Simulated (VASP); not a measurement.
# ZnS (P6_3mc) in VASP: a series of runs

One crystal, ZnS, is run at these levels: PBEsol; tasks: relaxation of cell and atoms.

Everything below comes from runs of VASP 6.6.1. Logs are shortened: lines on timing, memory, paths and dates and some standing lists are left out, and cuts for length are marked.

### 1 Starting point

It takes space group P6_3mc (No. 186, hexagonal). The conventional cell has a = 3.811 Å, b = 3.811 Å, c = 6.234 Å, α = 90.00°, β = 90.00°, γ = 120.00°. Around Zn (site symmetry 3m) lie 4 S at 2.31 to 2.40 Å. Around S (site symmetry 3m) lie 4 Zn at 2.31 to 2.40 Å.

### 2 Relaxation of cell and atoms, PBEsol

Contents of INCAR:

```
ALGO = Normal ; EDIFF = 1E-6
EDIFFG = -0.01 ; ENCUT = 600
GGA = PS ; IBRION = 2
ISIF = 3 ; ISMEAR = 0
KPAR = 4 ; LASPH = T
LCHARG = F ; LREAL = F
LWAVE = F ; NELM = 80
NSW = 90 ; PREC = Accurate
SIGMA = 0.03
```

Contents of KPOINTS:

```
k-points
0
Gamma
  9 9 5
```

Contents of POSCAR:

```
ZnS
1.0
    3.8110000000      0.0000000000      0.0000000000
   -1.9055000000      3.3004228100      0.0000000000
    0.0000000000      0.0000000000      6.2340000000
Zn S
2 2
Direct
    0.3333333300      0.6666666700      0.0000000000
    0.6666666700      0.3333333300      0.5000000000
    0.3333333300      0.6666666700      0.3850000000
    0.6666666700      0.3333333300      0.8850000000
```

Potentials or basis: VASP PAW PBE potentials, release 64 (Zn, S).

On the command line:

```console
> cat potpaw_PBE.64/Zn/POTCAR potpaw_PBE.64/S/POTCAR > POTCAR
> mpirun -np 4 vasp_std > vasp.out
```

OUTCAR:

```text
EDIFF = 1E-6
   EDIFFG = -0.01
   ENCUT = 600
   GGA = PS
   IBRION = 2
   ISIF = 3
   ISMEAR = 0
   LASPH = T
   LREAL = F
   NELM = 80
   NSW = 90
   PREC = Accurate

 ion  position               nearest neighbor table
   1  0.333  0.667  0.000-   4 2.31   4 2.31   4 2.31   3 2.40
   2  0.667  0.333  0.500-   3 2.31   3 2.31   3 2.31   4 2.40
   3  0.333  0.667  0.385-   2 2.31   2 2.31   2 2.31   1 2.40
   4  0.667  0.333  0.885-   1 2.31   1 2.31   1 2.31   2 2.40

  LATTYP: Found a hexagonal cell.
 ALAT       =     3.8110000000
 C/A-ratio  =     1.6357911309

  Lattice vectors:

 A1 = (   3.8110000000,   0.0000000000,   0.0000000000)
 A2 = (  -1.9055000000,   3.3004228100,   0.0000000000)
 A3 = (   0.0000000000,   0.0000000000,   6.2340000000)

Analysis of symmetry for initial positions (statically):
=====================================================================
 Subroutine PRICEL returns:
 Original cell was already a primitive cell.

 Routine SETGRP: Setting up the symmetry group for a
 hexagonal supercell.

 Subroutine GETGRP returns: Found 12 space group operations
 (whereof  6 operations were pure point group operations)
 out of a pool of 24 trial point group operations.

The static configuration has the point symmetry C_3v.
 The point group associated with its full space group is C_6v.

Analysis of symmetry for dynamics (positions and initial velocities):
=====================================================================
 Subroutine PRICEL returns:
 Original cell was already a primitive cell.

 Routine SETGRP: Setting up the symmetry group for a
 hexagonal supercell.

 Subroutine GETGRP returns: Found 12 space group operations
 (whereof  6 operations were pure point group operations)
 out of a pool of 24 trial point group operations.

The dynamic configuration has the point symmetry C_3v.
 The point group associated with its full space group is C_6v.

 Subroutine INISYM returns: Found 12 space group operations
 (whereof  6 operations are pure point group operations),
 and found     1 'primitive' translations

----------------------------------------------------------------------------------------

                                     Primitive cell

  volume of cell :      78.4107

  direct lattice vectors                    reciprocal lattice vectors
     3.811000000  0.000000000  0.000000000     0.262398321  0.151495741  0.000000000
    -1.905500000  3.300422810  0.000000000     0.000000000  0.302991482  0.000000000
[... 102 lines left out ...]
   EMIN   =  10.00;   EMAX   =-10.00  energy-range for DOS
   EFERMI =   0.00;   METHOD = LEGACY
   ISMEAR =     0;   SIGMA  =   0.03  broadening in eV -4-tet -1-fermi 0-gaus
   EFERMI_NEDOS =   21; number of points for ismear=-14 and -15
   IALGO  =     38    algorithm
   IMIX   =      4    mixing-type and parameters
     AMIX     =   0.40;   BMIX     =  1.00
     AMIX_MAG =   1.60;   BMIX_MAG =  1.00
  volume/ion in A,a.u.               =      19.60       132.29
  Fermi-wavevector in a.u.,A,eV,Ry     =   1.262943  2.386617 21.701647  1.595026
  Thomas-Fermi vector in A             =   2.396326
   LORBIT       =      0    0 simple, 1 ext, 2 COOP (PROOUT), +10 PAW based schemes
   GGA     = PS    functional components
   LHFCALC =     F    Hartree Fock is set to
   AEXX    =    0.0000 exact exchange contribution
   IVDW    =     0    specifies the selected vdW correction
   LEPSILON=     F    determine dielectric tensor
   LRPA    =     F    only Hartree local field effects (RPA)
 conjugate gradient relaxation of ions
 non-spin polarized calculation
 Gauss-broadening in eV      SIGMA  =   0.03
  energy-cutoff  :      600.00
  volume of cell :       78.41
 maximum number of plane-waves:      2639
   NGX = 15   NGY = 15   NGZ = 25

--------------------------------------- Ionic step        1  -------------------------------------------

 number of electron      36.0000045 magnetization

 Free energy of the ion-electron system (eV)
  ---------------------------------------------------
  ext. energy  EPLUGINS =         0.00000000
  ---------------------------------------------------
  free energy    TOTEN  =       -15.14215384 eV

  energy without entropy =      -15.14215384  energy(sigma->0) =      -15.14215384

------------------------ aborting loop because EDIFF is reached ----------------------------------------

  FORCE on cell =-STRESS in cart. coord.  units (eV):
  Direction    XX          YY          ZZ          XY          YZ          ZX
  --------------------------------------------------------------------------------------
  -------------------------------------------------------------------------------------
  Total       -0.2379101     -0.2379101     -1.1420822      0.0000000      0.0000000      0.0000000
  in kB       -4.8612524     -4.8612524    -23.3363328      0.0000000      0.0000000      0.0000000
  external PRESSURE =     -11.0196125 kB  Pullay stress =       0.0000000 kB
[... 253 lines left out ...]
--------------------------------------- Ionic step        8  -------------------------------------------

 number of electron      35.9999995 magnetization

 Free energy of the ion-electron system (eV)
  ---------------------------------------------------
  ext. energy  EPLUGINS =         0.00000000
  ---------------------------------------------------
  free energy    TOTEN  =       -15.16800687 eV

  energy without entropy =      -15.16800687  energy(sigma->0) =      -15.16800687

 E-fermi :   2.3868     XC(G=0):  -9.9517

 val. band max:        2.2526999553   @ k =   0.0000   0.0000   0.0000
 cond. band min:       4.4030034390   @ k =   0.0000   0.0000   0.0000
 fundamental gap:      2.1503034837
 Fermi energy:         2.3868182813

 k-point     1 :       0.0000    0.0000    0.0000
  band No.  band energies     occupation
      1     -11.0954      2.00000
      2     -10.1034      2.00000
      3      -4.2248      2.00000
      4      -4.2082      2.00000
      5      -4.2082      2.00000
      6      -4.1229      2.00000
[... 589 lines left out ...]
     21       7.6621      0.00000
     22       9.7805      0.00000

 [... further k-points ...]

------------------------ aborting loop because EDIFF is reached ----------------------------------------

  FORCE on cell =-STRESS in cart. coord.  units (eV):
  Direction    XX          YY          ZZ          XY          YZ          ZX
  --------------------------------------------------------------------------------------
  -------------------------------------------------------------------------------------
  Total       -0.0320347     -0.0320347     -0.0227200      0.0000000     -0.0000000      0.0000000
  in kB       -0.6656919     -0.6656919     -0.4721301      0.0000000     -0.0000000      0.0000000
  external PRESSURE =      -0.6011713 kB  Pullay stress =       0.0000000 kB
[... 19 lines left out ...]
  FREE ENERGIE OF THE ION-ELECTRON SYSTEM (eV)
  ---------------------------------------------------
  free  energy   TOTEN  =       -15.1680068663 eV

  energy  without entropy=      -15.1680068663  energy(sigma->0) =      -15.16800687

 reached required accuracy - stopping structural energy minimisation
```

CONTCAR:

```text
ZnS
   1.00000000000000
     3.7855642226171220    0.0000000000000000    0.0000000000000000
    -1.8927821113085610    3.2783947806977771   -0.0000000000000000
     0.0000000000000000    0.0000000000000000    6.2124968688540134
  Zn              S
     2     2
Direct
     0.3333333300000021    0.6666666699999979    0.0054117953481241
     0.6666666699999979    0.3333333300000021    0.5054117953481242
     0.3333333300000021    0.6666666699999979    0.3795882046518739
     0.6666666699999979    0.3333333300000021    0.8795882046518738

  0.00000000E+00  0.00000000E+00  0.00000000E+00
  0.00000000E+00  0.00000000E+00  0.00000000E+00
  0.00000000E+00  0.00000000E+00  0.00000000E+00
  0.00000000E+00  0.00000000E+00  0.00000000E+00
```

It took 63 s on 4 MPI ranks of AMD EPYC 9R45 (Zen 5), shared host; peak memory 0.22 GiB.

What came out:

```
Free energy                            : -15.1680 eV
Relaxed volume                         : 19.28 Å³/atom
Relaxed cell                           : a = 3.786 Å, b = 3.786 Å, c = 6.212 Å, α = 90.00°, β = 90.00°, γ = 120.00°
Space group after relaxing (to 0.05 Å) : P6_3mc (No. 186)
Energy gained by relaxing              : 6.5 meV/atom
Ionic steps                            : 8
Pressure after relaxing                : -0.1 GPa
Band gap on the k mesh                 : 2.15 eV, direct
```

The path:
| step | energy change (eV) | largest force (eV/Å) | pressure (GPa) | volume (Å³) |
| --- | --- | --- | --- | --- |
| 1 | 0.0000 | 0.3085 | -1.10 | 78.41 |
| 2 | -0.0199 | 0.1198 | 0.24 | 76.89 |
| 3 | -0.0200 | 0.0998 | 0.34 | 76.76 |
| 4 | -0.0232 | 0.0458 | 0.04 | 77.05 |
| 5 | -0.0244 | 0.0013 | -0.20 | 77.29 |
| 6 | -0.0245 | 0.0168 | -0.32 | 77.39 |
| 7 | -0.0258 | 0.0015 | 0.08 | 77.06 |
| 8 | -0.0259 | 0.0006 | -0.06 | 77.10 |

Final structure:
```xyz
4
Lattice="3.7856 0.0000 0.0000 -1.8928 3.2784 0.0000 0.0000 0.0000 6.2125" Properties=species:S:1:pos:R:3 pbc="T T T"
Zn    0.0000    2.1856    0.0336
Zn    1.8928    1.0928    3.1399
S     0.0000    2.1856    2.3582
S     1.8928    1.0928    5.4644
```

Caveat: the PAW data sets were made with another functional, which shifts forces and pressure a little.

### 3 Relaxation of cell and atoms, PBEsol

This run uses another cell than the first one, of 19.28 Å³/atom, 0.983 times its volume.

Changes to INCAR since step 2:

```diff
@@ -1,3 +1,3 @@
-ALGO = Normal ; EDIFF = 1E-6
-EDIFFG = -0.01 ; ENCUT = 600
+ALGO = Normal ; EDIFF = 1E-7
+EDIFFG = -0.005 ; ENCUT = 600
 GGA = PS ; IBRION = 2
```

KPOINTS is that of step 2.

Contents of POSCAR:

```
ZnS                                     
1.0
    3.7855642226      0.0000000000      0.0000000000
   -1.8927821113      3.2783947807     -0.0000000000
    0.0000000000      0.0000000000      6.2124968689
  Zn              S             
     2     2
Direct
     0.3333333300000021    0.6666666699999979    0.0054117953481241
     0.6666666699999979    0.3333333300000021    0.5054117953481242
     0.3333333300000021    0.6666666699999979    0.3795882046518739
     0.6666666699999979    0.3333333300000021    0.8795882046518738
```

Potentials or basis: VASP PAW PBE potentials, release 64 (Zn, S).

On the command line:

```console
> cat potpaw_PBE.64/Zn/POTCAR potpaw_PBE.64/S/POTCAR > POTCAR
> mpirun -np 4 vasp_std > vasp.out
```

OUTCAR:

```text
EDIFF = 1E-7
   EDIFFG = -0.005
   ENCUT = 600
   GGA = PS
   IBRION = 2
   ISIF = 3
   ISMEAR = 0
   LASPH = T
   LREAL = F
   NELM = 80
   NSW = 90
   PREC = Accurate

 ion  position               nearest neighbor table
   1  0.333  0.667  0.005-   4 2.32   4 2.32   4 2.32   3 2.32
   2  0.667  0.333  0.505-   3 2.32   3 2.32   3 2.32   4 2.32
   3  0.333  0.667  0.380-   2 2.32   2 2.32   2 2.32   1 2.32
   4  0.667  0.333  0.880-   1 2.32   1 2.32   1 2.32   2 2.32

  LATTYP: Found a hexagonal cell.
 ALAT       =     3.7855642226
[... 804 lines left out ...]
  -------------------------------------------------------------------------------------
  Total       -0.0134215     -0.0134215     -0.0052874      0.0000000      0.0000000      0.0000000
  in kB       -0.2789031     -0.2789031     -0.1098740      0.0000000      0.0000000      0.0000000
  external PRESSURE =      -0.2225601 kB  Pullay stress =       0.0000000 kB

 VOLUME and BASIS-vectors are now :
 -----------------------------------------------------------------------------
  energy-cutoff  :      600.00
  volume of cell :       77.10
      direct lattice vectors                 reciprocal lattice vectors
     3.785564223  0.000000000  0.000000000     0.264161415  0.152513664  0.000000000
    -1.892782111  3.278394781  0.000000000     0.000000000  0.305027328  0.000000000
     0.000000000  0.000000000  6.212496869     0.000000000  0.000000000  0.160965876

 POSITION                                       TOTAL-FORCE (eV/Angst)
 -----------------------------------------------------------------------------------
     -0.00000      2.18560      0.03362        -0.000000     -0.000000     -0.000704
      1.89278      1.09280      3.13987         0.000000      0.000000     -0.000704
     -0.00000      2.18560      2.35819         0.000000      0.000000      0.000704
      1.89278      1.09280      5.46444        -0.000000     -0.000000      0.000704
 -----------------------------------------------------------------------------------
    total drift:                               -0.000011      0.000006      0.001049

  FREE ENERGIE OF THE ION-ELECTRON SYSTEM (eV)
  ---------------------------------------------------
  free  energy   TOTEN  =       -15.1677124652 eV

  energy  without entropy=      -15.1677124652  energy(sigma->0) =      -15.16771247

 reached required accuracy - stopping structural energy minimisation
```

Run time: 14 s. Hardware: 4 MPI ranks of AMD EPYC 9R45 (Zen 5), shared host; peak memory 0.22 GiB.

What came out:

```
Free energy             : -15.1677 eV
Pressure after relaxing : 0.0 GPa
Band gap on the k mesh  : 2.15 eV, direct
```

Final structure:
```
Zn S
1.0
     3.78556    0.00000    0.00000
    -1.89278    3.27839    0.00000
     0.00000    0.00000    6.21250
Zn S
2 2
Direct
  0.33333 0.66667 0.00541
  0.66667 0.33333 0.50541
  0.33333 0.66667 0.37959
  0.66667 0.33333 0.87959
```

Caveat: the relaxation stopped at its first step, so nothing moved; the PAW data sets were made with another functional, which shifts forces and pressure a little. A hybrid or GW would open this gap; PBEsol tends to underestimate it.

[end of part 1 of 2]
